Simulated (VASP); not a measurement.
KBr in VASP 6.6.1, single-point calculation

INCAR

```
GGA = PS
LWAVE = .FALSE.
PREC = Accurate
SIGMA = 0.02
ISIF = 2
NELM = 71
IBRION = -1
ISMEAR = -1
LCHARG = .FALSE.
ENCUT = 520
EDIFF = 1E-7
NSW = 0
NBANDS = 15
LREAL = .FALSE.
LASPH = .TRUE.
```

KPOINTS

```
KPOINTS created by Atomic Simulation Environment
0
Gamma
6 6 6
0 0 0
```

POSCAR

```
K  Br
 1.0000000000000000
     0.0000000000000000    3.5083102766000001    3.6882992816000000
     3.5083102766000001    0.0000000000000000    3.6882992816000000
     3.5083102766000001    3.5083102766000001    0.0000000000000000
 K   Br
   1   1
Cartesian
  0.0000000000000000  0.0000000000000000  0.0000000000000000
  1.7541551383000000  1.7541551383000000  1.8441496408000000
```

The recommended PBE PAW datasets give the neutral cell 16 valence electrons.

Command

```
mpirun -np 1 vasp_std
```

Problem. Predict the outcome of this run.

Solution. It converged. Results: gap between bands v and c on the k mesh 4.40 eV; least direct gap on the k mesh 4.46 eV; pressure 0.9 GPa. Band v is the last that the valence electrons fill when counted band by band, and c is the next.

OSZICAR

```
N       E                     dE             d eps       ncg     rms          rms(c)
DAV:   1     0.100282984642E+03    0.10028E+03   -0.64021E+03   900   0.896E+02
DAV:   2     0.868987775705E+00   -0.99414E+02   -0.91386E+02  1182   0.214E+02
DAV:   3    -0.620281145469E+01   -0.70718E+01   -0.70300E+01  1229   0.516E+01
DAV:   4    -0.648271551943E+01   -0.27990E+00   -0.27979E+00  1494   0.888E+00
DAV:   5    -0.648436386709E+01   -0.16483E-02   -0.16483E-02  1236   0.788E-01    0.367E+00
DAV:   6    -0.621099648424E+01    0.27337E+00   -0.36247E-01  1166   0.269E+00    0.265E+00
DAV:   7    -0.618480780877E+01    0.26189E-01   -0.18052E-01  1250   0.204E+00    0.126E+00
DAV:   8    -0.620497163463E+01   -0.20164E-01   -0.23126E-02  1080   0.102E+00    0.228E-01
DAV:   9    -0.620671850195E+01   -0.17469E-02   -0.96408E-04  1229   0.181E-01    0.143E-01
DAV:  10    -0.620975655259E+01   -0.30381E-02   -0.32528E-03   900   0.256E-01    0.482E-02
DAV:  11    -0.620980671408E+01   -0.50161E-04   -0.12200E-04  1234   0.691E-02    0.909E-03
DAV:  12    -0.620984128127E+01   -0.34567E-04   -0.42151E-05   921   0.367E-02    0.751E-03
DAV:  13    -0.620984166231E+01   -0.38104E-06   -0.13223E-06  1250   0.697E-03    0.102E-03
DAV:  14    -0.620984202070E+01   -0.35840E-06   -0.45530E-07   920   0.396E-03    0.314E-04
DAV:  15    -0.620984204263E+01   -0.21929E-07   -0.21179E-08   968   0.103E-03
   1 F= -.62098420E+01 E0= -.62098420E+01  d E =-.245686E-12
```

For comparison, a separate PBE run of the intended cell, on usual settings and not on those above, gives a gap of 4.42 eV on its mesh and a pressure of 1.6 GPa.
